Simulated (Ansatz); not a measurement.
**BN at 12 GPa: from Born charge to LO–TO splitting and polaron coupling**

The calculation used DFT PBEsol, scalar-relativistic, plane waves, PAW in Ansatz. Settings: 420 eV plane-wave cutoff, Γ-centred 12×12×12 mesh, fixed occupations. No spin polarisation. Phonons by linear response, acoustic sum rule imposed.

The cell, relaxed at 12 GPa:
Space group F-43m (No. 216). a = 3.570 Å, b = 3.570 Å, c = 3.570 Å, α = 90.00°, β = 90.00°, γ = 90.00°
```json
{"atom": "B", "site": "4a", "symmetry": "-43m", "x": "0.0000", "y": "0.0000", "z": "0.0000"}
{"atom": "N", "site": "4c", "symmetry": "-43m", "x": "0.2500", "y": "0.2500", "z": "0.2500"}
```

Linear response gives ν_TO = 1085.2 cm⁻¹, Born charges ±1.888 e (positive on B) and ε∞ = 4.604. The primitive cell holds 11.379 Å³, and the masses are 10.810 and 14.007 amu.

Task: Find ν_LO and the static dielectric constant.

Result: The long-wave field adds a restoring force: ω_LO² − ω_TO² = Z*²e²/(ε_vac ε∞ μV). In these units ν_LO² − ν_TO² = 4.92064×10⁷ Z*²/(μ V ε∞) cm⁻², with μ = m₁m₂/(m₁ + m₂) = 6.101 amu: 548800 cm⁻². So ν_LO = √(1085.2² + 548800) = 1313.9 cm⁻¹, and the run gives 1313.9. Lyddane–Sachs–Teller then gives ε0 = ε∞ (ν_LO/ν_TO)² = 6.75, against 6.75 in the run (it forms both from the same three quantities, so the match checks the arithmetic only). Between ν_TO and ν_LO the dielectric function is negative and an undamped crystal reflects fully: a reststrahlen band from 7.6 to 9.2 μm.

Task: What do the Clausius–Mossotti polarisability and the Szigeti charge come to?

Result: With the Lorentz local field, α = (3V/4π)(ε∞ − 1)/(ε∞ + 2) = 1.48 Å³ for the pair, and e_S = 3Z*/(ε∞ + 2) = 0.86 e. The Born charge includes the electrons' response to the dipole's own local field, and e_S takes that enhancement out. The Lorentz field assumes point-like polarisable ions, a poor picture once ε∞ is this large, since the electron clouds then overlap or are shared, so both numbers are formal here.

Task: How strongly does a slow electron couple to the LO mode?

Result: For one isotropic parabolic band, Fröhlich's constant is α_F = (1/ε∞ − 1/ε0) √(m* Ry/ħω_LO), with Ry = 13.606 eV, ħω_LO = 162.9 meV and m* in free-electron masses: α_F = 0.0691 × 9.14 × √m* = 0.63 √m*. The band mass isn't part of this run; for m* = 0.1, 0.3 and 1 it gives 0.20, 0.35, 0.63. In weak coupling the polaron lies α_F ħω_LO below the band edge (56 meV at m* = 0.3) with a mass m*(1 + α_F/6); past α_F of about 5 or 6 that expansion fails. A semilocal functional's ε∞ tends to be too large, which taken alone lowers α_F.

Cost: 1 run of about 0.4 core-minutes, on Intel Xeon Processor @ 2.50GHz (Skylake/Cascade Lake) (shared hosts).

Cubic BN combines a sizeable dynamical charge with a modest lattice contribution to screening: ε∞ = 4.604 rises only to ε0 = 6.75. The reason is the stiffness of the short, strongly directional sp³ bonds, which lets a static field displace the two sublattices very little. The light atoms raise both phonon frequencies and widen the splitting, but they don't account for the small ionic screening, because the mass cancels from the static response in the harmonic limit. Isotope substitution would therefore shift the reststrahlen band while leaving ε0 essentially unchanged.

The Born charge of 1.888 e reflects polar covalent bonding, in which electron density shifts along the bond as the atoms move. It is not a static ionic charge and doesn't measure the charge transferred to nitrogen. The weak-to-moderate Fröhlich coupling at the listed masses follows from the small ionic screening together with the high LO energy. With a single compressed cell, the results can't show whether pressure strengthens or weakens the bond polarity or the polaron coupling.
